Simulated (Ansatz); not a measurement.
## Band table of Ta (hcp type)

```yaml
crystal:
  lattice:
    - [2.58884, 0.00000, 0.00000]
    - [-1.29442, 2.24201, 0.00000]
    - [0.00000, 0.00000, 4.52035]
  atoms:
    - { symbol: Ta, position: [0.33333, 0.66667, 0.25000] }
    - { symbol: Ta, position: [0.66667, 0.33333, 0.75000] }
```

The cell comes from a relaxation on PAW files under the same functional, begun from a prototype that needn't be the stable phase.

Level of theory: DFT with PBE, scalar-relativistic, in Ansatz 0.2.0; a Γ-centred 15×15×8 k mesh, Fermi–Dirac smearing of 0.08 eV, no spin polarisation. LAPW: all electrons, basis error target 1 meV/atom.

This run: volume at 0.7 of the series' base cell.

Spin–orbit coupling is left out, which matters for the heavy atoms.

Path points, in fractions of the reciprocal vectors: Γ (0.000, 0.000, 0.000), M (0.500, 0.000, 0.000), K (0.333, 0.333, 0.000), A (0.000, 0.000, 0.500), L (0.500, 0.000, 0.500), H (0.333, 0.333, 0.500). Levels in eV from the Fermi level; bands 25 to 50, counted from the lowest band of the run. The gap is zero, the pressure 127.6 GPa.

```
# k(1/Å) point b25 b26 b27 b28 b29 b30 b31 b32 b33 b34 b35 b36 b37 b38 b39 b40 b41 b42 b43 b44 b45 b46 b47 b48 b49 b50
0.000 Γ -18.69 -18.68 -18.64 -18.59 -18.59 -18.57 -18.57 -18.53 -18.53 -18.53 -18.47 -18.47 -18.44 -18.43 -9.43 -6.34 -1.16 0.20 0.20 1.21 1.21 1.85 3.67 3.67 7.30 7.30
0.350 - -18.67 -18.66 -18.63 -18.60 -18.58 -18.56 -18.56 -18.55 -18.54 -18.52 -18.48 -18.48 -18.46 -18.45 -8.54 -5.43 -1.40 0.01 0.11 0.60 1.08 2.07 2.53 2.89 7.79 9.41
0.701 - -18.64 -18.61 -18.61 -18.58 -18.58 -18.56 -18.56 -18.55 -18.54 -18.53 -18.52 -18.51 -18.50 -18.45 -6.64 -4.60 -2.68 -1.41 -0.86 1.02 1.60 2.44 3.55 4.47 8.32 12.38
1.051 - -18.66 -18.62 -18.61 -18.60 -18.57 -18.56 -18.54 -18.54 -18.53 -18.53 -18.53 -18.51 -18.49 -18.45 -5.77 -5.30 -4.70 -0.86 -0.06 0.64 0.92 6.32 7.08 7.76 8.45 12.26
1.401 M -18.67 -18.63 -18.62 -18.62 -18.57 -18.56 -18.54 -18.52 -18.51 -18.51 -18.50 -18.50 -18.49 -18.45 -6.10 -5.42 -5.36 -0.44 0.30 0.55 0.92 8.44 9.44 10.04 10.99 11.06
1.603 - -18.66 -18.63 -18.63 -18.62 -18.56 -18.56 -18.55 -18.53 -18.51 -18.51 -18.51 -18.49 -18.49 -18.45 -5.68 -5.38 -4.98 -0.46 -0.01 0.33 1.02 7.91 8.30 8.69 11.55 12.78
1.806 - -18.64 -18.64 -18.64 -18.61 -18.57 -18.56 -18.56 -18.55 -18.52 -18.51 -18.50 -18.49 -18.49 -18.48 -5.28 -4.54 -3.97 -0.64 -0.55 -0.28 1.30 6.56 6.92 7.63 11.83 12.73
2.008 - -18.64 -18.64 -18.62 -18.61 -18.58 -18.56 -18.56 -18.56 -18.52 -18.50 -18.50 -18.49 -18.49 -18.48 -5.22 -3.09 -2.84 -1.13 -1.08 -0.75 1.71 5.61 6.18 6.71 10.95 11.37
2.210 K -18.64 -18.64 -18.63 -18.59 -18.57 -18.57 -18.56 -18.56 -18.52 -18.51 -18.50 -18.50 -18.49 -18.49 -5.22 -2.23 -2.23 -1.82 -1.04 -1.04 1.93 5.89 5.89 5.94 10.51 10.51
2.615 - -18.63 -18.61 -18.61 -18.61 -18.60 -18.59 -18.53 -18.53 -18.53 -18.52 -18.52 -18.49 -18.49 -18.49 -4.84 -3.46 -2.63 -2.51 -1.33 0.26 0.92 3.91 6.58 7.13 11.12 13.69
3.019 - -18.62 -18.61 -18.60 -18.59 -18.58 -18.57 -18.56 -18.55 -18.55 -18.54 -18.53 -18.50 -18.50 -18.47 -5.69 -3.18 -3.15 -2.93 -0.57 -0.39 1.75 1.98 5.02 6.36 7.49 12.96
3.424 - -18.66 -18.65 -18.63 -18.60 -18.58 -18.56 -18.56 -18.56 -18.54 -18.52 -18.50 -18.48 -18.46 -18.46 -8.26 -5.15 -1.60 -0.27 0.22 0.23 1.43 1.87 2.44 3.12 7.69 10.05
3.828 Γ -18.69 -18.68 -18.64 -18.59 -18.59 -18.57 -18.57 -18.53 -18.53 -18.53 -18.47 -18.47 -18.44 -18.43 -9.43 -6.34 -1.16 0.20 0.20 1.21 1.21 1.85 3.67 3.67 7.30 7.30
4.002 - -18.70 -18.68 -18.63 -18.60 -18.60 -18.57 -18.57 -18.54 -18.53 -18.53 -18.47 -18.47 -18.44 -18.43 -9.20 -6.32 -1.26 0.16 0.16 1.10 1.10 1.39 3.91 3.91 7.32 7.32
4.176 - -18.70 -18.69 -18.62 -18.60 -18.60 -18.58 -18.58 -18.55 -18.51 -18.51 -18.47 -18.47 -18.44 -18.43 -8.56 -6.29 -1.50 0.10 0.10 0.30 0.83 0.83 4.56 4.56 7.28 7.28
4.350 - -18.70 -18.69 -18.60 -18.60 -18.60 -18.59 -18.59 -18.56 -18.49 -18.49 -18.47 -18.47 -18.44 -18.43 -7.68 -6.40 -1.69 -0.84 0.11 0.11 0.51 0.51 5.42 5.42 6.96 6.96
4.523 A -18.70 -18.70 -18.60 -18.60 -18.60 -18.60 -18.58 -18.58 -18.48 -18.48 -18.48 -18.48 -18.43 -18.43 -6.86 -6.86 -1.56 -1.56 0.25 0.25 0.25 0.25 6.30 6.30 6.30 6.30
4.874 - -18.68 -18.68 -18.60 -18.60 -18.59 -18.59 -18.57 -18.57 -18.49 -18.49 -18.48 -18.48 -18.46 -18.46 -6.01 -6.01 -2.12 -2.12 -0.23 -0.23 1.01 1.01 6.01 6.01 6.19 6.19
5.224 - -18.63 -18.63 -18.60 -18.60 -18.58 -18.58 -18.55 -18.55 -18.53 -18.53 -18.52 -18.52 -18.48 -18.48 -5.24 -5.24 -2.79 -2.79 -0.12 -0.12 2.71 2.71 5.89 5.89 6.21 6.21
5.574 - -18.62 -18.62 -18.60 -18.60 -18.57 -18.57 -18.55 -18.55 -18.53 -18.53 -18.50 -18.50 -18.48 -18.48 -5.98 -5.98 -3.55 -3.55 2.31 2.31 3.28 3.28 7.05 7.05 7.91 7.91
5.924 L -18.62 -18.62 -18.62 -18.62 -18.59 -18.59 -18.52 -18.52 -18.52 -18.52 -18.49 -18.49 -18.49 -18.49 -6.37 -6.37 -3.93 -3.93 3.20 3.20 3.32 3.32 8.68 8.68 9.76 9.76
6.127 - -18.63 -18.63 -18.61 -18.61 -18.59 -18.59 -18.52 -18.52 -18.52 -18.52 -18.50 -18.50 -18.49 -18.49 -6.08 -6.08 -3.68 -3.68 1.62 1.62 4.26 4.26 7.82 7.82 10.87 10.87
6.329 - -18.63 -18.63 -18.60 -18.60 -18.58 -18.58 -18.54 -18.54 -18.52 -18.52 -18.51 -18.51 -18.49 -18.49 -5.36 -5.36 -2.96 -2.96 0.05 0.05 3.69 3.69 7.66 7.66 12.05 12.05
6.531 - -18.63 -18.63 -18.58 -18.58 -18.57 -18.57 -18.55 -18.55 -18.54 -18.54 -18.51 -18.51 -18.50 -18.50 -4.54 -4.54 -2.54 -2.54 -0.54 -0.54 2.51 2.51 7.64 7.64 13.06 13.06
6.734 H -18.64 -18.64 -18.57 -18.57 -18.56 -18.56 -18.56 -18.56 -18.55 -18.55 -18.51 -18.51 -18.50 -18.50 -4.00 -4.00 -2.97 -2.97 -0.14 -0.14 1.98 1.98 7.49 7.49 13.65 13.65
7.138 - -18.62 -18.62 -18.59 -18.59 -18.56 -18.56 -18.55 -18.55 -18.54 -18.54 -18.52 -18.52 -18.49 -18.49 -4.82 -4.82 -2.13 -2.13 -0.49 -0.49 1.65 1.65 7.85 7.85 11.52 11.52
7.543 - -18.61 -18.61 -18.60 -18.60 -18.56 -18.56 -18.55 -18.55 -18.54 -18.54 -18.52 -18.52 -18.49 -18.49 -4.83 -4.83 -2.16 -2.16 -1.30 -1.30 2.51 2.51 6.27 6.27 7.35 7.35
7.947 - -18.67 -18.67 -18.61 -18.61 -18.59 -18.59 -18.56 -18.56 -18.50 -18.50 -18.48 -18.48 -18.47 -18.47 -5.77 -5.77 -2.26 -2.26 -0.42 -0.42 1.29 1.29 5.83 5.83 6.29 6.29
8.352 A -18.70 -18.70 -18.60 -18.60 -18.60 -18.60 -18.58 -18.58 -18.48 -18.48 -18.48 -18.48 -18.43 -18.43 -6.86 -6.86 -1.56 -1.56 0.25 0.25 0.25 0.25 6.30 6.30 6.30 6.30
```
